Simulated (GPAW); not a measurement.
# SiC (Moissanite) (P6_3mc) in GPAW: settings compared

The runs below take SiC (Moissanite) through band structure, equation of state, with PBEint, vdW-DF-cx, PBE.

Program: GPAW 26.7.0. These are calculated values, not measurements. Logs are shortened: lines on timing, memory, paths and dates and some standing lists are left out, and cuts for length are marked. The log counts tension as positive stress, the text compression.

### Step 1. The crystal as given

Symmetry: P6_3mc, No. 186, hexagonal system. Conventional cell: a = 3.076 Å, b = 3.076 Å, c = 5.048 Å, α = 90.00°, β = 90.00°, γ = 120.00°. Si (site symmetry 3m) is surrounded by 4 C at 1.87 to 1.94 Å. C (site symmetry 3m) is surrounded by 4 Si at 1.87 to 1.94 Å.

### Step 2. Band structure, PBEint

Input file run.py:

```python
from ase.dft.bandgap import bandgap
from ase.io import read, write
from ase.units import GPa
from gpaw import GPAW, PW, setup_paths

setup_paths.insert(0, '.')

atoms = read('SiC.cif')

calc = GPAW(mode=PW(800),
            xc='GGA_X_PBEINT+GGA_C_PBEINT',
            kpts={'size': (7, 7, 4), 'gamma': True},
            occupations={'name': 'fermi-dirac', 'width': 0.05},
            nbands=18,
            convergence={'density': 1e-05, 'energy': 1e-05},
            maxiter=150,
            txt='gpaw.txt')
atoms.calc = calc
energy = atoms.get_potential_energy()
forces = atoms.get_forces()
stress = atoms.get_stress()
calc.write('gs.gpw')
write('result.traj', atoms)
print(f'Energy: {energy:.6f} eV')
print('Forces (eV/A):')
print(forces.round(4))
print('Stress (GPa):', (stress / GPa).round(3))
print('Fermi level:', round(calc.get_fermi_level(), 4), 'eV')
print(f'Gap: {bandgap(calc)[0]:.4f} eV, direct: {bandgap(calc, direct=True)[0]:.4f} eV')

path = atoms.cell.bandpath('GMKGALHA,LM,KH', npoints=60, eps=1e-4)
bs_calc = calc.fixed_density(kpts=path, symmetry='off', nbands=29,
                             convergence={'bands': 'CBM+6.0', 'eigenstates': 1e-6}, txt='bands.txt')
bs = bs_calc.band_structure()
bs.write('bs.json')
print(f'Gap on the path: {bandgap(bs_calc)[0]:.4f} eV')
```

Input file SiC.cif:

```cif
data_SiC
_cell_length_a 3.07600000
_cell_length_b 3.07600000
_cell_length_c 5.04800000
_cell_angle_alpha 90.00000000
_cell_angle_beta 90.00000000
_cell_angle_gamma 120.00000000
_space_group_name_H-M_alt 'P1'
_space_group_name_Hall 'P 1'
_space_group_IT_number 1
loop_
_space_group_symop_operation_xyz
'x,y,z'
loop_
_atom_site_label
_atom_site_type_symbol
_atom_site_symmetry_multiplicity
_atom_site_Wyckoff_symbol
_atom_site_fract_x
_atom_site_fract_y
_atom_site_fract_z
_atom_site_occupancy
Si1 Si 1 a 0.6666666667 0.3333333333 0.5000000000 1
Si2 Si 1 a 0.3333333333 0.6666666667 0.0000000000 1
C1 C 1 a 0.6666666667 0.3333333333 0.8850000000 1
C2 C 1 a 0.3333333333 0.6666666667 0.3850000000 1
```

Potentials or basis: PAW data sets generated in the run's folder for this functional, pw.

Started as:

```bash
$ gpaw-setup -f GGA_X_PBEINT+GGA_C_PBEINT C Si
$ OMP_NUM_THREADS=1 python run.py
```

gpaw.txt:

```text
__  _  _
 | _ |_)|_||  |
 |__||  | ||/\| - 26.7.0

Input parameters:
  mode=PW(ecut=800.0),
  convergence={'density': 1e-05, 'energy': 1e-05},
  kpts=MonkhorstPack(size=(7, 7, 4), gamma=True),
  maxiter=150,
  nbands=18,
  occupations=Occupations(name='fermi-dirac', width=0.05),
  xc=XC(name='GGA_X_PBEINT+GGA_C_PBEINT')

Diagonalizing LCAO Hamiltonian
Converting LCAO to pw mode

           C

           Si
        C

        Si

Atoms  # Å, Bohr magnetons
|   | symbol |         x |        y |        z |    initial magnetic moments |
|---|--------|-----------|----------|----------|-----------------------------|
| 0 |     Si |  1.538000 | 0.887965 | 2.524000 | ( 0.0000,  0.0000,  0.0000) |
| 1 |     Si | -0.000000 | 1.775929 | 0.000000 | ( 0.0000,  0.0000,  0.0000) |
| 2 |      C |  1.538000 | 0.887965 | 4.467480 | ( 0.0000,  0.0000,  0.0000) |
| 3 |      C | -0.000000 | 1.775929 | 1.943480 | ( 0.0000,  0.0000,  0.0000) |

Unit cell  # Å
| periodic |         x |        y |        z |  lengths |     angles |
|----------|-----------|----------|----------|----------|------------|
|      yes |  3.076000 | 0.000000 | 0.000000 | 3.076000 |  90.000000 |
|      yes | -1.538000 | 2.663894 | 0.000000 | 3.076000 |  90.000000 |
|      yes |  0.000000 | 0.000000 | 5.048000 | 5.048000 | 120.000000 |

Number of symmetries: 6
Symmetry operations  # r_c * U_cc + t_c -> r_c
|   | kind |            matrix            |
|---|------|------------------------------|
| 0 |  σ   |  1, 1, 0,  0,-1, 0,  0, 0, 1 |
| 1 |  E   |  1, 0, 0,  0, 1, 0,  0, 0, 1 |
| 2 |  C3  |  0, 1, 0, -1,-1, 0,  0, 0, 1 |
| 3 |  σ   |  0,-1, 0, -1, 0, 0,  0, 0, 1 |
| 4 |  σ   | -1, 0, 0,  1, 1, 0,  0, 0, 1 |
| 5 |  C3  | -1,-1, 0,  1, 0, 0,  0, 0, 1 |

BZ-sampling:
  Number of BZ points: 196
  Number of IBZ points: 28

  Monkhorst-Pack size: [7, 7, 4]
  Monkhorst-Pack shift: [0.0, 0.0, 0.125]

K-points  # in reciprocal-cell coordinates
|     |                                coordinates |     weight |
|-----|--------------------------------------------|------------|
|   0 | (  0.00000000,   0.00000000,   0.00000000) | 0.00510204 |
|   1 | (  0.00000000,   0.00000000,   0.25000000) | 0.01020408 |
|   2 | (  0.00000000,   0.00000000,   0.50000000) | 0.00510204 |
|   3 | (  0.14285714,   0.00000000,  -0.25000000) | 0.03061224 |
|   4 | (  0.14285714,   0.00000000,   0.00000000) | 0.03061224 |
|   5 | (  0.14285714,   0.00000000,   0.25000000) | 0.03061224 |
|   6 | (  0.14285714,   0.00000000,   0.50000000) | 0.03061224 |
|   7 | (  0.28571429,  -0.14285714,   0.00000000) | 0.03061224 |
|   8 | (  0.28571429,  -0.14285714,   0.25000000) | 0.06122449 |
|   9 | (  0.28571429,  -0.14285714,   0.50000000) | 0.03061224 |
| ... |                                            |            |
|  27 | (  0.42857143,   0.42857143,   0.50000000) | 0.03061224 |

Plane wave coefficients: 2140
Cutoff: 800.0 eV

Spin-components: 1 (collinear spins)
Bands:           18
Projectors:      20
Spin-degeneracy: 2
Datatype:        complex128

Parallelization:
  kpt:    1
  domain: 1
  band:   1

Density:
  Valence electrons: 16.0
  Components: 1
  Grid points: [21 21 35]
  Charge: 0.0  # |e|

Potential:
  Grid points: [21 21 35]

species:
  Si:
    name:    Silicon
    Z:       14.0
    valence: 4
    core:    10
    charge:  0.0  # [|e|]
    compensation charges:
      type: gauss
      rc: 0.33  # [Å]
      lmax: 2
    cutoffs:
      filter: 1.86  # [Å]
      core: 2.06  # [Å]
    projectors
    | kind |    occ | energy [eV] | rcut [Å] |
    |------|--------|-------------|----------|
    |   3s |  2.000 |     -10.732 |    1.058 |
    |   3p |  2.000 |      -4.031 |    1.058 |
    |    s |        |      16.479 |    1.058 |
    |    p |        |      23.180 |    1.058 |
    |    d |        |       0.000 |    1.058 |

    Using partial waves for Si as LCAO basis

  C:
    name:    Carbon
    Z:       6.0
    valence: 4
    core:    2
    charge:  0.0  # [|e|]
    compensation charges:
      type: gauss
      rc: 0.20  # [Å]
      lmax: 2
    cutoffs:
      filter: 1.14  # [Å]
      core: 1.14  # [Å]
    projectors
    | kind |    occ | energy [eV] | rcut [Å] |
    |------|--------|-------------|----------|
    |   2s |  2.000 |     -13.658 |    0.635 |
    |   2p |  2.000 |      -5.186 |    0.635 |
    |    s |        |      13.554 |    0.635 |
    |    p |        |      22.025 |    0.635 |
    |    d |        |       0.000 |    0.635 |

    Using partial waves for C as LCAO basis

Reference energy: -17793.201914  # eV

eigensolver:
  PPCG
  Converge bands: occupied
  niter=2

density mixing:
  MSR1-Mixer
  Pratt-step length: 0.05
  Maximum mixing coefficient: 0.75
  Old densities: 10
  SVD Regularization: 0.005
  Good broyden scale: 1.0
  Trust region scale: 1.0
  Backstep threshold: 4.0
  History deletion threshold: 6.0
  Fourier metric: weight=20.0, sigma=0.015

occupation numbers:
  Fermi-Dirac:
    width: 0.0500  # eV

poisson solver:
  ecut: 6400.0  # eV

xc functional:
  name: GGA_X_PBEINT+GGA_C_PBEINT with 2 nearest neighbor stencil

convergence criteria:
- Maximum integral of absolute [dens]ity change: 1e-05 electrons / valence electron
- Maximum [total energy] change in last 3 cyles: 1e-05 eV / valence electron
- Maximum integral of absolute [eigenst]ate change: 4e-08 eV^2 / valence electron
maximum number of iterations: 150

SCF iterations
|iter     | |      energy | eigst |  dens |
|---------|-|-------------|-------|-------|
|iter:   1| |  -34.095403 | -0.13 |       |
|iter:   2| |  -33.381590 | -2.21 | -0.57 |
|iter:   3| |  -30.929826 | -0.77 | -0.62 |
|iter:   4| |  -30.931966 | -2.80 | -1.34 |
|iter:   5| |  -30.936088 | -3.48 | -1.72 |
|iter:   6| |  -30.936215 | -5.35 | -2.70 |
|iter:   7| |  -30.936223c| -6.63 | -3.35 |
|iter:   8| |  -30.936223c| -8.08c| -4.19 |
|iter:   9| |  -30.936223c| -7.82c| -4.61 |
|iter:  10| |  -30.936223c| -8.69c| -5.34c|

Converged in 10 steps
Energy contributions relative to reference atoms: (reference = -17793.201914)

Energy contributions:
  Kinetic:          33.588707
  Coulomb:         -28.373433
  Zero:             -0.028547
  External:          0.000000
  Xc:              -36.122951
  Entropy:          -0.000000
  Spinorbit:         0.000000
  ----------------------------
  Free energy:     -30.936223
  Extrapolated:    -30.936223

dipole moment: (-0.000000, -0.000003, -8.912718)  # |e|*Ang

Fermi level: 9.962
Eigenvalues  # (at kpt = [0.000, 0.000, 0.000])
| band index |      eig [eV] | occ [0-2] |
|------------|---------------|-----------|
|          0 |        -7.225 |     2.000 |
|          1 |        -3.688 |     2.000 |
|          2 |        -0.224 |     2.000 |
|          3 |         6.991 |     2.000 |
|          4 |         6.991 |     2.000 |
|          5 |         8.285 |     2.000 |
[... 8 lines left out ...]
|         14 |        17.201 |     0.000 |
|         15 |        19.835 |     0.000 |
|        ... |               |           |
|         17 |        19.838 |     0.000 |

Gap: 2.466 eV
Transition (v -> c):
  (s=0, k=0, n=7, [0.00, 0.00, 0.00]) -> (s=0, k=22, n=8, [0.43, 0.29, 0.00])
Direct/indirect transitions are different
Direct gap: 4.014 eV
Transition at: (s=0, k=19, n=7, [0.43, 0.00, 0.00])

Forces  # eV/Ang
|       x |        y |        z |
|---------|----------|----------|
| 0.00000 |  0.00000 |  0.76415 |  # Si   0
| 0.00000 | -0.00000 |  0.76413 |  # Si   1
| 0.00000 |  0.00000 | -0.76412 |  # C    2
| 0.00000 | -0.00000 | -0.76406 |  # C    3

Stress tensor  # eV/Ang^3
|         x |         y |         z |
|-----------|-----------|-----------|
| -0.030387 |  0.000000 |  0.000000 |
|  0.000000 | -0.030387 | -0.000000 |
|  0.000000 | -0.000000 |  0.003598 |

# Writing to gs.gpw (mode='')
```

stdout:

```text
Energy: -30.936223 eV
Forces (eV/A):
[[ 0.      0.      0.7641]
 [ 0.     -0.      0.7641]
 [ 0.      0.     -0.7641]
 [ 0.     -0.     -0.7641]]
Stress (GPa): [-4.869 -4.869  0.576 -0.     0.     0.   ]
Fermi level: 9.962 eV
Gap: 2.4663 eV, direct: 4.0135 eV
Gap on the path: 2.1479 eV
```

bands.txt:

```text
Diagonalizing LCAO Hamiltonian
Converting LCAO to pw mode
convergence criteria:
- Maximum integral of absolute [eigenst]ate change: 1e-06 eV^2 / valence electron
maximum number of iterations: 150

SCF iterations
|iter     | |      energy | eigst |  dens |
|---------|-|-------------|-------|-------|
[... 65 lines left out ...]
         [0.5       , 0.        , 0.2       ],
         [0.5       , 0.        , 0.1       ],
         [0.5       , 0.        , 0.        ],
         [0.33333333, 0.33333333, 0.        ],
         [0.33333333, 0.33333333, 0.125     ],
         [0.33333333, 0.33333333, 0.25      ],
         [0.33333333, 0.33333333, 0.375     ],
         [0.33333333, 0.33333333, 0.5       ]])),
  maxiter=150,
  nbands=29,
  occupations=Occupations(name='fermi-dirac', width=0.05),
  symmetry=Symmetry(point_group=False, time_reversal=False),
  xc=XC(name='GGA_X_PBEINT+GGA_C_PBEINT')
```

Run time: 28 s. Hardware: 1 thread of Intel Xeon 6975P-C (Granite Rapids), shared host; peak memory 0.29 GiB.

What came out:

```
Free energy             : -30.9362 eV
Pressure                : 3.1 GPa
Largest force           : 0.764 eV/Å
Band gap along the path : 2.15 eV, indirect (least direct gap 3.95 eV)
```

Forces on the atoms (eV/Å):
```
Si   0.000  0.000  0.764
Si   0.000  0.000  0.764
C    0.000  0.000 -0.764
C    0.000  0.000 -0.764
```

Levels at the corners of the path, in eV from the valence-band top:
| point | band 5 | band 6 | band 7 | band 8 | band 9 | band 10 | band 11 | band 12 |
| --- | --- | --- | --- | --- | --- | --- | --- | --- |
| Γ | -1.57 | -0.27 | -0.27 | 0.00 | 4.57 | 5.98 | 6.43 | 6.43 |
| M | -5.49 | -3.58 | -3.33 | -1.49 | 2.46 | 4.09 | 6.68 | 7.11 |
| K | -6.51 | -4.17 | -4.09 | -4.09 | 2.15 | 7.87 | 8.57 | 8.57 |
| Γ | -1.57 | -0.27 | -0.27 | 0.00 | 4.57 | 5.98 | 6.43 | 6.43 |
| A | -0.97 | -0.97 | -0.97 | -0.97 | 5.66 | 5.66 | 7.09 | 7.09 |
| L | -2.71 | -2.71 | -2.36 | -2.36 | 3.04 | 3.04 | 4.90 | 4.90 |
| H | -5.95 | -5.95 | -1.76 | -1.76 | 4.72 | 4.72 | 5.84 | 5.84 |
| A | -0.97 | -0.97 | -0.97 | -0.97 | 5.66 | 5.66 | 7.09 | 7.09 |
| L | -2.71 | -2.71 | -2.36 | -2.36 | 3.04 | 3.04 | 4.90 | 4.90 |
| M | -5.49 | -3.58 | -3.33 | -1.49 | 2.46 | 4.09 | 6.68 | 7.11 |
| K | -6.51 | -4.17 | -4.09 | -4.09 | 2.15 | 7.87 | 8.57 | 8.57 |
| H | -5.95 | -5.95 | -1.76 | -1.76 | 4.72 | 4.72 | 5.84 | 5.84 |

### Step 3. Equation of state, vdW-DF-cx

Input file run.py:

```python
from ase.eos import EquationOfState
from ase.io import Trajectory, read
from ase.units import GPa
from gpaw import GPAW, PW

atoms = read('SiC.cif')

traj = Trajectory('eos.traj', 'w')
volumes, energies = [], []
for x in [0.94, 0.96, 0.98, 1.0, 1.02, 1.04, 1.06]:
    a = atoms.copy()
    a.set_cell(atoms.cell * x**(1 / 3), scale_atoms=True)
    calc = GPAW(mode=PW(800),
                xc={'name': 'vdW-DF-cx', 'backend': 'libvdwxc'},
                kpts={'size': (7, 7, 4), 'gamma': True},
                occupations={'name': 'fermi-dirac', 'width': 0.05},
                nbands=18,
                convergence={'density': 1e-05, 'energy': 1e-05},
                maxiter=150,
                txt=f'eos-{x:.2f}.txt')
    a.calc = calc
    energies.append(a.get_potential_energy(force_consistent=True))
    volumes.append(a.get_volume())
    calc.write(f'eos-{x:.2f}.gpw')
    traj.write(a)
    print(f'{x:.2f} {volumes[-1]:10.4f} A^3 {energies[-1]:14.6f} eV', flush=True)

v0, e0, B = EquationOfState(volumes, energies, eos='birchmurnaghan').fit()
print(f'V0 = {v0:.4f} A^3, E0 = {e0:.6f} eV, B0 = {B / GPa:.2f} GPa')
```

SiC.cif is that of step 2.

Potentials or basis: GPAW PAW data sets (gpaw-data 1.2.1), pw.

Started as:

```bash
$ OMP_NUM_THREADS=1 python run.py
```

Wall time 73 s (1 thread of Intel Xeon 6975P-C (Granite Rapids), shared host); peak memory 0.4 GiB.

It converged, with:

| Item | Value |
| --- | --- |
| Equilibrium volume | 10.54 Å³/atom |
| Bulk modulus at fixed shape and positions | 217 GPa |
| Pressure derivative of the bulk modulus | 3.8 |

Energy against volume, from the lowest point:
| volume (Å³/atom) | energy (meV/atom) |
| --- | --- |
| 9.721 | 49.58 |
| 9.927 | 26.90 |
| 10.134 | 11.53 |
| 10.341 | 2.74 |
| 10.548 | 0.00 |
| 10.755 | 2.74 |
| 10.961 | 10.46 |

Caveat: the cell was scaled at fixed shape and fractional positions, which overstates the stiffness of a crystal with free parameters, most of all of layers and chains; the PAW data sets were made with another functional, which shifts forces and pressure a little.

(Part 1 of 2 ends here.)
